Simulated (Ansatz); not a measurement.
NaI in the rocksalt structure, relaxed with r2SCAN in the plane-wave code Ansatz: the symmetry is Fm-3m (No. 225, cubic); a = 6.459 Å in the conventional setting, 33.69 Å³ an atom. Around Na lie 6 I at 3.23 Å; around I lie 6 Na at 3.23 Å. The cell was then strained (x, y and z are the cube axes), with the atoms relaxed again; stress is positive in compression. The values are computed, spin-unpolarised, and not measurements.

- Uniaxial +0.5 % along z, other directions held: r2SCAN's stress changes by -0.17 GPa along the strain and -0.04 GPa across it.
- Isotropic -1.33 % on every length: the pressure changes by +0.76 GPa, and the HSE06 gap (Γ) goes from 4.692 to 4.813 eV.
- Epitaxial strain of -1.0 % in the (001) plane: the free normal strain is +0.50 % and the in-plane stress changes by +0.43 GPa.

Question: Estimate C₁₁, C₁₂ and the bulk modulus from the uniaxial step.

Answer: With compression positive, C₁₁ ≈ −Δσ∥/ε = (+0.17)/(+0.0050) = 34 GPa and C₁₂ ≈ (+0.04)/(+0.0050) = 8 GPa; B = (C₁₁ + 2C₁₂)/3 = 17 GPa. A one-sided step carries third-order terms: it reads low by some per cent.

Question: What bulk modulus does the isotropic step give?

Answer: Δ ln V = 3 ln(0.9867) = -0.0402, so B ≈ −ΔP/Δ ln V = 19 GPa, against 17 GPa from C₁₁ and C₁₂; one-sided steps of finite size carry third-order terms.

Question: Give the volume deformation potential of that gap and its pressure coefficient.

Answer: a_V = ΔE_g/Δ ln V = (+0.121)/(-0.0402) = -3.01 eV; dE_g/dP = −a_V/B = +159 meV/GPa, with HSE06's gap and r2SCAN's modulus.

Question: What do the film's normal strain and stress say about the elastic constants?

Answer: ε⊥/ε∥ = (+0.0050)/(-0.0100) = -0.50, which linear elasticity sets to −2C₁₂/C₁₁ = -0.47 from the uniaxial step. The biaxial modulus is M = −Δσ/ε∥ = 43 GPa (C₁₁ + C₁₂ − 2C₁₂²/C₁₁ = 38 GPa).

Question: How much elastic energy does the film store, with 33.69 Å³ an atom?

Answer: u = M ε∥² = −Δσ ε∥ = -0.43 × (-0.0100) = 0.0043 GPa, and 1 GPa Å³ is 6.2415 meV: 0.90 meV an atom. The total energies of the two runs differ by 0.92 meV an atom.

Spin-orbit coupling is left out, which matters wherever the heavy atoms make up the band edges.
